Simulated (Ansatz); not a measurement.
# NaCl: the cost of one run

Method: DFT r2SCAN, scalar-relativistic, plane waves, PAW, in Ansatz 0.2.0.

1 further run of the same task is left out (set aside as unsound or not needed).

### Step 1. Starting point

The structure is cubic, space group Fm-3m (No. 225). The conventional cell has a = 5.696 Å, b = 5.696 Å, c = 5.696 Å, α = 90.00°, β = 90.00°, γ = 90.00°. Around Na (site symmetry m-3m) lie 6 Cl at 2.85 Å. Around Cl (site symmetry m-3m) lie 6 Na at 2.85 Å.

Coordinates:

```xyz
2
Lattice="0.0000 2.8482 2.8482 2.8482 0.0000 2.8482 2.8482 2.8482 0.0000" Properties=species:S:1:pos:R:3 pbc="T T T"
Na    2.8482    2.8482    2.8482
Cl    0.0000    0.0000    0.0000
```

The cell was relaxed beforehand at this level, from a database cell with other species swapped in; it is a trial structure. At a tolerance of 0.02 Å it has space group Fm-3m (No. 225); it has 23.10 Å³/atom, an uncorrected energy of -1.85 eV/atom over the elements and, on its mesh, gap 4.99 eV.

### Step 2. Level of theory: r2SCAN

Contents of input.yaml:

```yaml
crystal:
  lattice:
    - [0.0, 2.8481696037, 2.8481696037]
    - [2.8481696037, 0.0, 2.8481696037]
    - [2.8481696037, 2.8481696037, 0.0]
  atoms:
    - { symbol: Na, position: [0.5, 0.5, 0.5] }
    - { symbol: Cl, position: [0.0, 0.0, 0.0] }
basis:
  ecutwfc: 500
kpoints:
  mp_grid: { grid: [8, 8, 8] }
  band_path:
    path:
      - [[0.0, 0.0, 0.0], [0.5, 0.0, 0.5], [0.625, 0.25, 0.625]]
      - [[0.375, 0.375, 0.75], [0.0, 0.0, 0.0], [0.5, 0.5, 0.5], [0.5, 0.25, 0.75], [0.5, 0.0, 0.5]]
    npoints: 14
hamiltonian:
  xc: r2scan
scf:
  occupations: { method: gaussian, width: 0.02 }
  n_extra_bands: 6
output:
  forces: true
  stress: true
  eigenvalues: true
  populations: true
  dos: { projected: true, de: 0.02, nscf_kmesh: { grid: [12, 12, 12] } }
  bader: true
  write_density: true
  write_potential: true
  elf: true
  volumetric_format: npy
```

On the command line:

```sh
$ ansatz run input.yaml --threads 1 --pin off --max-ram 2048MiB --backend cpu --events-out ev --progress --plain --runs-dir out
```

**Question.** How long does this run take on 1 thread of Arm Neoverse V1, shared host, and how much memory does it need?

About 14 s, with a peak of 0.39 GiB.
